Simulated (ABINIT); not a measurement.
# PbS (Galena) (Fm-3m) in ABINIT: settings compared

Aim: see how the results for PbS (Galena) move with the level of theory and the settings. Levels: PBE+D3, PBE+D3(BJ), PBE. Tasks: equation of state, band structure.

All numbers are computed with ABINIT 10.8.3 (patched build); they aren't measurements. Logs are shortened: lines on timing, memory, paths and dates and some standing lists are left out, and cuts for length are marked. The log counts tension as positive stress, the text compression.

## Step 1: Starting point

Symmetry: Fm-3m, No. 225, cubic system. The conventional cell has a = 5.931 Å, b = 5.931 Å, c = 5.931 Å, α = 90.00°, β = 90.00°, γ = 90.00°. Pb (site symmetry m-3m) is surrounded by 6 S at 2.97 Å. S (site symmetry m-3m) is surrounded by 6 Pb at 2.97 Å.

## Step 2: Equation of state, PBE+D3

The input, run.abi:

```
# Datasets: one volume each
ndtset 7
getwfk -1
scalecart1 3*0.9795861087
scalecart2 3*0.9864848297
scalecart3 3*0.9932883884
scalecart4 3*1.0000000000
scalecart5 3*1.0066227096
scalecart6 3*1.0131594038
scalecart7 3*1.0196128224

# Pseudopotentials
pp_dirpath "./"
pseudos "Pb.GGA_PBE-JTH.xml, S.GGA_PBE-JTH.xml"

# Structure
acell 7.9258966301 7.9258966301 7.9258966301
rprim
     0.0000000000     0.7071067812     0.7071067812
     0.7071067812     0.0000000000     0.7071067812
     0.7071067812     0.7071067812     0.0000000000
ntypat 2
znucl 82 16
natom 2
typat 1 2
xred
     0.0000000000     0.0000000000     0.0000000000
     0.5000000000     0.5000000000     0.5000000000

# Plane-wave basis
ecut 22.0
pawecutdg 44.0
pawxcdev 0

# k points
kptopt 1
ngkpt 8 8 8
nshiftk 1
shiftk 0.0 0.0 0.0

# Exchange and correlation
ixc 11
vdw_xc 6

# Bands and occupations
nband 14
occopt 3
tsmear 0.00183747

# SCF cycle
nstep 100
tolvrs 1.0e-9

# Output
iomode 3
prtwf 1
prtden 0
prteig 0
prtebands 0
enunit 2
```

Potentials or basis: JTH PAW PBE v2.0.

Started as:

```console
abinit run.abi > log 2>&1
```

run.abo:

```text
.Version 10.8.3 of ABINIT
 DATASET    1 : space group Fm -3 m (#225); Bravais cF (face-center cubic)
================================================================================
 Values of the parameters that define the memory need for DATASET  1.
     intxc =       0    ionmov =       0      iscf =      17    lmnmax =      18
     lnmax =       6     mgfft =      36  mpssoang =       3    mqgrid =    3001
     natom =       2  nloc_mem =       2    nspden =       1   nspinor =       1
    nsppol =       1      nsym =      48    n1xccc =       1    ntypat =       2
    occopt =       3   xclevel =       2
       mpw =        1640          nfft =       46656          nkpt =          29
 PAW method is used; the additional fine FFT grid is defined by:
   mgfftf=        48    nfftf =    110592
================================================================================
================================================================================
[... 71 lines left out ...]
 DATASET    7 : space group Fm -3 m (#225); Bravais cF (face-center cubic)
================================================================================
 Values of the parameters that define the memory need for DATASET  7.
     intxc =       0    ionmov =       0      iscf =      17    lmnmax =      18
     lnmax =       6     mgfft =      36  mpssoang =       3    mqgrid =    3001
     natom =       2  nloc_mem =       2    nspden =       1   nspinor =       1
    nsppol =       1      nsym =      48    n1xccc =       1    ntypat =       2
    occopt =       3   xclevel =       2
       mpw =        1862          nfft =       46656          nkpt =          29
 PAW method is used; the additional fine FFT grid is defined by:
   mgfftf=        50    nfftf =    125000
================================================================================
================================================================================

--------------------------------------------------------------------------------
------------- Echo of variables that govern the present computation ------------
--------------------------------------------------------------------------------
 -outvars: echo values of preprocessed input variables --------
            acell      7.9258966301E+00  7.9258966301E+00  7.9258966301E+00 Bohr
              amu      2.07200000E+02  3.20660000E+01
             ecut      2.20000000E+01 Hartree
           enunit           2
           getwfk          -1
              ixc          11
           jdtset        1    2    3    4    5    6    7
         kptrlatt        8    0    0      0    8    0      0    0    8
          kptrlen1     6.21127859E+01
          kptrlen2     6.25502143E+01
          kptrlen3     6.29816087E+01
          kptrlen4     6.34071730E+01
          kptrlen5     6.38271003E+01
          kptrlen6     6.42415736E+01
          kptrlen7     6.46507667E+01
            natom           2
            nband          14
           ndtset           7
            ngfft          36      36      36
          ngfftdg1         48      48      48
          ngfftdg2         48      48      48
          ngfftdg3         48      48      48
          ngfftdg4         48      48      48
          ngfftdg5         48      48      48
          ngfftdg6         48      48      48
          ngfftdg7         50      50      50
             nkpt          29
            nstep         100
             nsym          48
           ntypat           2
           occopt           3
        pawecutdg      4.40000000E+01 Hartree
         pawxcdev           0
           prtden           0
        prtebands           0
           prteig           0
            rprim1     0.0000000000E+00  6.9267198023E-01  6.9267198023E-01
                       6.9267198023E-01  0.0000000000E+00  6.9267198023E-01
                       6.9267198023E-01  6.9267198023E-01  0.0000000000E+00
            rprim2     0.0000000000E+00  6.9755011263E-01  6.9755011263E-01
                       6.9755011263E-01  0.0000000000E+00  6.9755011263E-01
                       6.9755011263E-01  6.9755011263E-01  0.0000000000E+00
            rprim3     0.0000000000E+00  7.0236095512E-01  7.0236095512E-01
                       7.0236095512E-01  0.0000000000E+00  7.0236095512E-01
                       7.0236095512E-01  7.0236095512E-01  0.0000000000E+00
            rprim4     0.0000000000E+00  7.0710678120E-01  7.0710678120E-01
                       7.0710678120E-01  0.0000000000E+00  7.0710678120E-01
                       7.0710678120E-01  7.0710678120E-01  0.0000000000E+00
            rprim5     0.0000000000E+00  7.1178974407E-01  7.1178974407E-01
                       7.1178974407E-01  0.0000000000E+00  7.1178974407E-01
                       7.1178974407E-01  7.1178974407E-01  0.0000000000E+00
            rprim6     0.0000000000E+00  7.1641188486E-01  7.1641188486E-01
                       7.1641188486E-01  0.0000000000E+00  7.1641188486E-01
                       7.1641188486E-01  7.1641188486E-01  0.0000000000E+00
            rprim7     0.0000000000E+00  7.2097514092E-01  7.2097514092E-01
                       7.2097514092E-01  0.0000000000E+00  7.2097514092E-01
                       7.2097514092E-01  7.2097514092E-01  0.0000000000E+00
          spgroup         225
           tolvrs      1.00000000E-09
           tsmear      1.83747000E-03 Hartree
            typat      1  2
           useylm           1
           vdw_xc           6
           xangst1     0.0000000000E+00  0.0000000000E+00  0.0000000000E+00
                       2.9052075000E+00  2.9052075000E+00  2.9052075000E+00
           xangst2     0.0000000000E+00  0.0000000000E+00  0.0000000000E+00
                       2.9256673818E+00  2.9256673818E+00  2.9256673818E+00
           xangst3     0.0000000000E+00  0.0000000000E+00  0.0000000000E+00
                       2.9458450360E+00  2.9458450360E+00  2.9458450360E+00
           xangst4     0.0000000000E+00  0.0000000000E+00  0.0000000000E+00
                       2.9657499981E+00  2.9657499981E+00  2.9657499981E+00
           xangst5     0.0000000000E+00  0.0000000000E+00  0.0000000000E+00
                       2.9853912990E+00  2.9853912990E+00  2.9853912990E+00
           xangst6     0.0000000000E+00  0.0000000000E+00  0.0000000000E+00
                       3.0047774998E+00  3.0047774998E+00  3.0047774998E+00
           xangst7     0.0000000000E+00  0.0000000000E+00  0.0000000000E+00
                       3.0239167260E+00  3.0239167260E+00  3.0239167260E+00
            xcart1     0.0000000000E+00  0.0000000000E+00  0.0000000000E+00
                       5.4900465139E+00  5.4900465139E+00  5.4900465139E+00
            xcart2     0.0000000000E+00  0.0000000000E+00  0.0000000000E+00
                       5.5287100870E+00  5.5287100870E+00  5.5287100870E+00
            xcart3     0.0000000000E+00  0.0000000000E+00  0.0000000000E+00
                       5.5668403273E+00  5.5668403273E+00  5.5668403273E+00
            xcart4     0.0000000000E+00  0.0000000000E+00  0.0000000000E+00
                       5.6044552542E+00  5.6044552542E+00  5.6044552542E+00
            xcart5     0.0000000000E+00  0.0000000000E+00  0.0000000000E+00
                       5.6415719338E+00  5.6415719338E+00  5.6415719338E+00
            xcart6     0.0000000000E+00  0.0000000000E+00  0.0000000000E+00
                       5.6782065440E+00  5.6782065440E+00  5.6782065440E+00
            xcart7     0.0000000000E+00  0.0000000000E+00  0.0000000000E+00
                       5.7143744398E+00  5.7143744398E+00  5.7143744398E+00
             xred      0.0000000000E+00  0.0000000000E+00  0.0000000000E+00
                       5.0000000000E-01  5.0000000000E-01  5.0000000000E-01
            znucl       82.00000   16.00000

================================================================================

 chkinp: Checking input parameters for consistency, jdtset=   1.

 chkinp: Checking input parameters for consistency, jdtset=   2.

 chkinp: Checking input parameters for consistency, jdtset=   3.

 chkinp: Checking input parameters for consistency, jdtset=   4.
[... 31 lines left out ...]
 getcut: wavevector=  0.0000  0.0000  0.0000  ngfft=  36  36  36
         ecut(hartree)=     22.000   => boxcut(ratio)=   2.19601

 Fine grid specifications (used for densities):

 getcut: wavevector=  0.0000  0.0000  0.0000  ngfft=  48  48  48
         ecut(hartree)=     44.000   => boxcut(ratio)=   2.07042

--- Pseudopotential description ------------------------------------------------
- pspini: atom type   1  psp file is ./Pb.GGA_PBE-JTH.xml
 Pseudopotential format is: paw10
 basis_size (lnmax)=  6 (lmn_size= 18), orbitals=   0   0   1   1   2   2
 Spheres core radius: rc_sph= 2.40264019
 Shapefunction is BESSEL type: shapef(r,l)=aa(1,l)*jl(q(1,l)*r)+aa(2,l)*jl(q(2,l)*r)
 Radius for shape functions =  2.00872932
 Compensation charge density is not taken into account in XC energy/potential

- pspini: atom type   2  psp file is ./S.GGA_PBE-JTH.xml
 Pseudopotential format is: paw10
 basis_size (lnmax)=  4 (lmn_size=  8), orbitals=   0   0   1   1
 Spheres core radius: rc_sph= 1.90380259
 Shapefunction is SIN type: shapef(r)=[sin(pi*r/rshp)/(pi*r/rshp)]**2
 Radius for shape functions =  1.40128485
 Compensation charge density is not taken into account in XC energy/potential

   5.35596158E+02                                ecore*ucvol(ha*bohr**3)
--------------------------------------------------------------------------------

================================================================================

--- !BeginCycle
iteration_state: {dtset: 1, }
solver: {iscf: 17, nstep: 100, nline: 4, wfoptalg: 10, }
tolerances: {tolvrs: 1.00E-09, }
...

     iter   Etot(hartree)      deltaE(h)  residm     nres2
 ETOT  1  -70.052813351545    -7.005E+01 1.469E+01 5.521E+00
 ETOT  2  -71.633683341030    -1.581E+00 4.796E-01 1.316E+01
 ETOT  3  -71.593073474858     4.061E-02 2.213E-01 3.996E+00
 ETOT  4  -71.577769802533     1.530E-02 2.363E-02 9.514E-02
 ETOT  5  -71.580270236122    -2.500E-03 6.366E-02 1.215E-01
 ETOT  6  -71.579976167114     2.941E-04 3.994E-03 9.158E-03
 ETOT  7  -71.580074081116    -9.791E-05 2.165E-03 6.297E-04
 ETOT  8  -71.580080405310    -6.324E-06 1.009E-03 4.431E-04
 ETOT  9  -71.580080558041    -1.527E-07 6.198E-04 2.868E-05
 ETOT 10  -71.580080678198    -1.202E-07 1.059E-04 4.738E-06
 ETOT 11  -71.580080675652     2.546E-09 2.649E-04 1.046E-06
[... 1289 lines left out ...]
 Cartesian components of stress tensor (hartree/bohr^3)
  sigma(1 1)=  6.12457546E-05  sigma(3 2)=  0.00000000E+00
  sigma(2 2)=  6.12457546E-05  sigma(3 1)=  0.00000000E+00
  sigma(3 3)=  6.12457546E-05  sigma(2 1)=  0.00000000E+00

-Cartesian components of stress tensor (GPa)         [Pressure= -1.8019E+00 GPa]
- sigma(1 1)=  1.80191231E+00  sigma(3 2)=  0.00000000E+00
- sigma(2 2)=  1.80191231E+00  sigma(3 1)=  0.00000000E+00
- sigma(3 3)=  1.80191231E+00  sigma(2 1)=  0.00000000E+00

== END DATASET(S) ==============================================================
================================================================================

 -outvars: echo values of variables after computation  --------
            acell      7.9258966301E+00  7.9258966301E+00  7.9258966301E+00 Bohr
           etotal1    -7.1580080679E+01
           etotal2    -7.1581147061E+01
           etotal3    -7.1581874350E+01
           etotal4    -7.1582295878E+01
           etotal5    -7.1582443787E+01
           etotal6    -7.1582342310E+01
           etotal7    -7.1582024541E+01
            fcart1    -0.0000000000E+00 -0.0000000000E+00 -0.0000000000E+00
                      -0.0000000000E+00 -0.0000000000E+00 -0.0000000000E+00
            fcart2    -0.0000000000E+00 -0.0000000000E+00 -0.0000000000E+00
                      -0.0000000000E+00 -0.0000000000E+00 -0.0000000000E+00
            fcart3    -0.0000000000E+00 -0.0000000000E+00 -0.0000000000E+00
                      -0.0000000000E+00 -0.0000000000E+00 -0.0000000000E+00
            fcart4    -0.0000000000E+00 -0.0000000000E+00 -0.0000000000E+00
                      -0.0000000000E+00 -0.0000000000E+00 -0.0000000000E+00
            fcart5    -0.0000000000E+00 -0.0000000000E+00 -0.0000000000E+00
                      -0.0000000000E+00 -0.0000000000E+00 -0.0000000000E+00
            fcart6    -0.0000000000E+00 -0.0000000000E+00 -0.0000000000E+00
                      -0.0000000000E+00 -0.0000000000E+00 -0.0000000000E+00
            fcart7    -0.0000000000E+00 -0.0000000000E+00 -0.0000000000E+00
                      -0.0000000000E+00 -0.0000000000E+00 -0.0000000000E+00
            rprim1     0.0000000000E+00  6.9267198023E-01  6.9267198023E-01
[... 30 lines left out ...]
           strten6     3.1081766848E-05  3.1081766848E-05  3.1081766848E-05
                       0.0000000000E+00  0.0000000000E+00  0.0000000000E+00
           strten7     6.1245754642E-05  6.1245754642E-05  6.1245754642E-05
                       0.0000000000E+00  0.0000000000E+00  0.0000000000E+00
           xangst1     0.0000000000E+00  0.0000000000E+00  0.0000000000E+00
                       2.9052075000E+00  2.9052075000E+00  2.9052075000E+00
           xangst2     0.0000000000E+00  0.0000000000E+00  0.0000000000E+00
                       2.9256673818E+00  2.9256673818E+00  2.9256673818E+00
           xangst3     0.0000000000E+00  0.0000000000E+00  0.0000000000E+00
                       2.9458450360E+00  2.9458450360E+00  2.9458450360E+00
           xangst4     0.0000000000E+00  0.0000000000E+00  0.0000000000E+00
                       2.9657499981E+00  2.9657499981E+00  2.9657499981E+00
           xangst5     0.0000000000E+00  0.0000000000E+00  0.0000000000E+00
                       2.9853912990E+00  2.9853912990E+00  2.9853912990E+00
           xangst6     0.0000000000E+00  0.0000000000E+00  0.0000000000E+00
                       3.0047774998E+00  3.0047774998E+00  3.0047774998E+00
           xangst7     0.0000000000E+00  0.0000000000E+00  0.0000000000E+00
                       3.0239167260E+00  3.0239167260E+00  3.0239167260E+00
             xred      0.0000000000E+00  0.0000000000E+00  0.0000000000E+00
                       5.0000000000E-01  5.0000000000E-01  5.0000000000E-01
 Calculation completed.
```

Wall time 2.3 min (1 thread of Arm Neoverse V2, shared host); peak memory 0.17 GiB.

Results:

```
Equilibrium volume                      : 26.65 Å³/atom
Bulk modulus                            : 52 GPa
Pressure derivative of the bulk modulus : 4.5
```

Energy against volume, from the lowest point:
```
volume (Å³/atom)  energy (meV/atom)
          24.521              32.15
          25.042              17.64
          25.564               7.75
          26.086               2.01
          26.607               0.00
          27.129               1.38
          27.651               5.70
```

Caveat: pressures at fixed basis lie under the slope of the energies. Zero-point motion and thermal expansion aren't in these numbers.

## Step 3: Equation of state, PBE+D3(BJ)

run.abi, as its differences from that of step 2:

```diff
@@ -42,3 +42,3 @@
 ixc 11
-vdw_xc 6
+vdw_xc 7
```

Potentials or basis: JTH PAW PBE v2.0.

Started as:

```console
abinit run.abi > log 2>&1
```

run.abo:

```text
.Version 10.8.3 of ABINIT
 DATASET    1 : space group Fm -3 m (#225); Bravais cF (face-center cubic)
================================================================================
 Values of the parameters that define the memory need for DATASET  1.
     intxc =       0    ionmov =       0      iscf =      17    lmnmax =      18
     lnmax =       6     mgfft =      36  mpssoang =       3    mqgrid =    3001
     natom =       2  nloc_mem =       2    nspden =       1   nspinor =       1
    nsppol =       1      nsym =      48    n1xccc =       1    ntypat =       2
    occopt =       3   xclevel =       2
       mpw =        1640          nfft =       46656          nkpt =          29
 PAW method is used; the additional fine FFT grid is defined by:
   mgfftf=        48    nfftf =    110592
================================================================================
================================================================================
[... 71 lines left out ...]
 DATASET    7 : space group Fm -3 m (#225); Bravais cF (face-center cubic)
[... 1518 lines left out ...]
                      -0.0000000000E+00 -0.0000000000E+00 -0.0000000000E+00
            fcart5    -0.0000000000E+00 -0.0000000000E+00 -0.0000000000E+00
                      -0.0000000000E+00 -0.0000000000E+00 -0.0000000000E+00
[... 38 lines left out ...]
                       0.0000000000E+00  0.0000000000E+00  0.0000000000E+00
           xangst1     0.0000000000E+00  0.0000000000E+00  0.0000000000E+00
                       2.9052075000E+00  2.9052075000E+00  2.9052075000E+00
           xangst2     0.0000000000E+00  0.0000000000E+00  0.0000000000E+00
                       2.9256673818E+00  2.9256673818E+00  2.9256673818E+00
           xangst3     0.0000000000E+00  0.0000000000E+00  0.0000000000E+00
                       2.9458450360E+00  2.9458450360E+00  2.9458450360E+00
           xangst4     0.0000000000E+00  0.0000000000E+00  0.0000000000E+00
                       2.9657499981E+00  2.9657499981E+00  2.9657499981E+00
           xangst5     0.0000000000E+00  0.0000000000E+00  0.0000000000E+00
                       2.9853912990E+00  2.9853912990E+00  2.9853912990E+00
           xangst6     0.0000000000E+00  0.0000000000E+00  0.0000000000E+00
                       3.0047774998E+00  3.0047774998E+00  3.0047774998E+00
           xangst7     0.0000000000E+00  0.0000000000E+00  0.0000000000E+00
                       3.0239167260E+00  3.0239167260E+00  3.0239167260E+00
             xred      0.0000000000E+00  0.0000000000E+00  0.0000000000E+00
                       5.0000000000E-01  5.0000000000E-01  5.0000000000E-01
 Calculation completed.
```

Run time: 2.3 min. Hardware: 1 thread of Arm Neoverse V2, shared host; peak memory 0.17 GiB.

Results:

```
Equilibrium volume                      : 26.14 Å³/atom
Bulk modulus                            : 57 GPa
Pressure derivative of the bulk modulus : 4.5
```

Energy against volume, from the lowest point:
| volume (Å³/atom) | energy (meV/atom) |
| --- | --- |
| 24.521 | 19.99 |
| 25.042 | 8.86 |
| 25.564 | 2.35 |
| 26.086 | 0.00 |
| 26.607 | 1.38 |
| 27.129 | 6.13 |
| 27.651 | 13.81 |

Caveat: pressures at fixed basis lie under the slope of the energies.

[end of part 1 of 2]
